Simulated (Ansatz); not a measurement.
# Convergence test, FeCo$_{3}$

These are results of Ansatz 0.2.0, DFT PBEsol, scalar-relativistic, plane waves, PAW, not measurements.

```yaml
crystal:
  lattice:
    - [3.53570, 0.00000, 0.00000]
    - [0.00000, 3.53570, 0.00000]
    - [0.00000, 0.00000, 3.53570]
  atoms:
    - { symbol: Fe, position: [0.00000, 0.00000, 0.00000] }
    - { symbol: Co, position: [0.50000, 0.50000, 0.00000] }
    - { symbol: Co, position: [0.50000, 0.00000, 0.50000] }
    - { symbol: Co, position: [0.00000, 0.50000, 0.50000] }
```

| Property | Result |
| --- | --- |
| Γ-centred k-mesh | 12×12×12 |
| occupation rule | Gaussian smearing, 0.1 eV |
| list of starting moments (μB, in atom order) | 2.85 1.83 1.83 1.83 |
| check for lower electronic states after the SCF | on |
| valence charge of the PAW sets | Fe 16, Co 17 |

The atoms stay fixed while the plane-wave cutoff is varied. ΔE is the energy extrapolated to zero smearing, less that of the reference run (850 eV). The cell isn't necessarily relaxed at this level. Pressure is positive in compression and holds a correction for the finite cutoff (Pulay stress).

Times are rough; the reference took 50 s on 1 thread of Intel(R) Xeon(R) 6975P-C (Granite Rapids), with other jobs on the host, peak memory 0.9 GiB.

(1) Tried: 150, 200, 250, 300, 350, 380, 420, 460, 520, 600, 700, 850 eV. From which plane-wave cutoff on does the energy per atom stay within 100, 10 and 1 meV of the reference?

Moments started parallel; other magnetic orders weren't tried and can lie lower.

Answers

(1) 350 for 100 meV, 420 for 10 meV, 600 for 1 meV. The reference itself isn't shown to be converged.

```tsv
cutoff (eV)	ΔE (meV/atom)	P (GPa)	cell moment (μB)	plane waves at Γ	wall time (s)
150	96526	-52.20	0.00	179	8.9
200	20615	-61.79	7.63	257	14
250	4001	15.66	7.45	389	12
300	527	-4.14	7.30	485	13
350	49.8	-8.71	7.36	691	15
380	11.1	-8.56	7.36	739	16
420	3.52	-8.48	7.37	847	17
460	2.38	-8.48	7.37	1021	21
520	1.20	-8.48	7.37	1213	23
600	0.68	-8.49	7.37	1419	28
700	0.18	-8.49	7.37	1863	32
850	0.00	-8.49	7.37	2517	50
```